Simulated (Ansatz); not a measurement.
**PbO₂ in the CdCl2-type structure**

Level of theory: DFT, PBE, scalar-relativistic, no spin polarisation; plane waves to 420 eV with PAW datasets (Ansatz 0.2.0), 12×12×12 k-mesh, Gaussian smearing of 0.05 eV; PAW files: Ansatz's generated set soft_2.

```
Pb O
1.0
     1.72316    0.99487    4.44785
    -1.72316    0.99487    4.44785
     0.00000   -1.98974    4.44785
Pb O
1 2
Direct
  0.00000 0.00000 0.00000
  0.25565 0.25565 0.25565
  0.74435 0.74435 0.74435
```

This is a trial structure; measured cells of the compound in the Crystallography Open Database are in space groups Pbcn, P42/mnm.

The cell has space group R-3m (read at 0.01 Å). In it the stress is 0.01, 0.01, -0.01, 0.00, 0.00, 0.00 GPa and the largest force component 0.000 eV/Å. Each change below starts from this cell, without further relaxation. Stress is in GPa, positive in compression, in the order xx, yy, zz, yz, xz, xy; energies are counted from the cell above.

Question: What happens when atom 1 (Pb) is moved by 0.20 Å along x?

Answer: The energy changes by 199.4 meV per cell, and the force on it along the shift is -2.092 eV/Å (−F/u = 10.46 eV/Å²). Stress: 4.40, 1.87, 2.46, 2.71, 0.00, 0.00. The gap on the mesh goes from 0.13 eV (close to the smearing width) to 0.15 eV.
```tsv
atom	Fx (eV/Å)	Fy	Fz
Pb1	-2.092	0.000	0.000
O2	1.046	-0.378	-0.325
O3	1.046	0.378	0.325
```
In a harmonic crystal the energy would rise by −½F·u = ½ × 10.46 × 0.20² eV = 209.2 meV, close to the run's value; the rest is anharmonic or numerical.

Question: What happens when atom 3 (O) is moved by 0.05 Å along x?

Answer: The energy changes by 7.5 meV per cell, and the force on it along the shift is -0.301 eV/Å (−F/u = 6.01 eV/Å²). Stress: 0.11, 0.08, 0.09, 0.02, -1.15, 0.09. The gap on the mesh goes from 0.13 eV (close to the smearing width) to 0.11 eV (close to the smearing width).
```
atom  Fx (eV/Å)      Fy      Fz
 Pb1      0.238  -0.023  -0.020
  O2      0.063   0.007  -0.003
  O3     -0.301   0.016   0.023
```
In a harmonic crystal the energy would rise by −½F·u = ½ × 6.01 × 0.05² eV = 7.5 meV, which matches.

Question: What stress follows from an engineering strain of -1 % in xy, atoms carried along?

Answer: 0.02, 0.03, -0.01, 0.00, -0.13, 0.58 GPa; the energy changes by 0.8 meV per cell. The gap on the mesh goes from 0.13 eV (close to the smearing width) to 0.12 eV (close to the smearing width).
The change of the stress over the strain gives a clamped-atom stiffness of about 58 GPa for this component.

Question: A single strain component, atoms carried along, gave the stress 4.94, 2.34, 1.50, -0.19, 0.00, 0.00. Which component, and about how large?

Answer: An engineering strain of -2 % in xx; the energy changes by 13.7 meV per cell.

Question: All atoms and the cell are disturbed at random:
```
CELL_PARAMETERS angstrom
1.69158 1.00791 4.49742
-1.69545 0.99152 4.50259
-0.01613 -1.94827 4.48856
ATOMIC_POSITIONS crystal
Pb 0.99675 0.03713 0.97529
O 0.24544 0.23220 0.29740
O 0.75781 0.73067 0.72731
```
Give the energy change, the stress and the forces.

Answer: 327.1 meV per cell; stress 12.41, 10.50, 7.66, -4.60, -3.25, -2.60 GPa. The gap on the mesh goes from 0.13 eV (close to the smearing width) to 0.36 eV.
| atom | Fx (eV/Å) | Fy | Fz |
| --- | --- | --- | --- |
| Pb1 | 1.267 | -2.047 | -0.578 |
| O2 | -0.121 | 1.668 | -0.838 |
| O3 | -1.147 | 0.379 | 1.415 |

Question: All atoms and the cell are disturbed at random:
```xyz
3
Lattice="1.6628 0.9534 4.4140 -1.8084 0.9908 4.4620 -0.0404 -1.9979 4.4500" Properties=species:S:1:pos:R:3 pbc="T T T"
Pb   -0.0338   -0.0393    0.0327
O     0.0229   -0.0276    3.3562
O    -0.1751    0.0132    9.9372
```
Give the energy change, the stress and the forces.

Answer: 104.6 meV per cell; stress -1.29, 0.79, -1.10, -1.21, 3.70, 0.57 GPa. The gap on the mesh goes from 0.13 eV (close to the smearing width) to 0.05 eV (close to the smearing width).
```tsv
atom	Fx (eV/Å)	Fy	Fz
Pb1	0.439	0.798	-0.476
O2	-0.718	-0.158	0.419
O3	0.279	-0.640	0.057
```

Spin–orbit coupling, which matters for such heavy elements, is left out. The structure is built of weakly bound layers, and this functional has no dispersion term, so their spacing and all that hangs on it (volume, the soft elastic constants, low modes, dielectric constants) are poorly given.
